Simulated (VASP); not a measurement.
InP: relaxation of cell and atoms with PBEsol

InP:

```
In P
1.0
     0.00000    2.93909    2.93909
     2.93909    0.00000    2.93909
     2.93909    2.93909    0.00000
In P
1 1
Cartesian
  0.0000 0.0000 0.0000
  4.4086 4.4086 4.4086
```

```json
{"Program": "VASP 6.6.1", "Task": "relaxation of cell and atoms", "Functional": "PBEsol", "Potentials or basis": "VASP PAW PBE potentials, release 64 (In_d, P)", "Cutoff": "600 eV", "k mesh": "10 × 10 × 10", "Occupations": "gaussian, width 0.01 eV", "Spin": "no spin polarisation", "Target pressure": "9 GPa", "Dipole correction": "no", "Further INCAR settings": "ALGO = Normal; EDIFF = 1e-06; IBRION = 2; EDIFFG = -0.001; NSW = 80; ISIF = 3"}
```

```yaml
Relaxed_volume: 22.85 Å³/atom
Relaxed_cell: a = 4.013 Å, b = 4.013 Å, c = 4.013 Å, α = 60.00°, β = 60.00°, γ = 60.00°
Space_group_after_relaxing_to_0.05_Å: F-43m (No. 216)
Energy_change_on_relaxing_the_enthalpy_is_what_falls: +65.0 meV/atom
Ionic_steps: 4
Pressure_after_relaxing: 9.0 GPa
Band_gap_on_the_k_mesh: 1.13 eV, direct
```

Step by step:
```
step  energy change (eV)  largest force (eV/Å)  pressure (GPa)  volume (Å³)
   1              0.0000                0.0000            0.02        50.78
   2              0.5797                0.0000           23.09        41.03
   3              0.1246                0.0000            8.77        45.79
   4              0.1299                0.0000            9.00        45.69
```

Final structure:
```yaml
crystal:
  lattice:
    - [0.00000, 2.83756, 2.83756]
    - [2.83756, 0.00000, 2.83756]
    - [2.83756, 2.83756, 0.00000]
  atoms:
    - { symbol: In, position: [0.00000, 0.00000, 0.00000] }
    - { symbol: P, position: [0.75000, 0.75000, 0.75000] }
```

Levels at points of the mesh, in eV from the valence-band top:
| k point | band 6 | band 7 | band 8 | band 9 | band 10 | band 11 | band 12 | band 13 |
| --- | --- | --- | --- | --- | --- | --- | --- | --- |
| (0.00, 0.00, 0.00) | -12.27 | 0.00 | 0.00 | 0.00 | 1.13 | 3.99 | 3.99 | 3.99 |
| (0.50, 0.00, 0.00) | -10.17 | -6.36 | -1.14 | -1.14 | 1.62 | 4.72 | 4.72 | 7.09 |
| (0.50, 0.50, 0.00) | -9.39 | -6.27 | -2.71 | -2.71 | 1.45 | 2.12 | 9.73 | 10.17 |

Run time: 5.4 min on 1 thread of AMD EPYC 7R43 64-Core Processor (Zen 3) (shared host), peak memory 0.19 GiB.

Caveat: the cell is relaxed towards a set pressure, so the enthalpy falls and the energy may rise; the PAW data sets were made with another functional, which shifts forces and pressure a little; spin-orbit coupling is left out, which moves the levels of the heavy elements. A k mesh can miss the band edges.
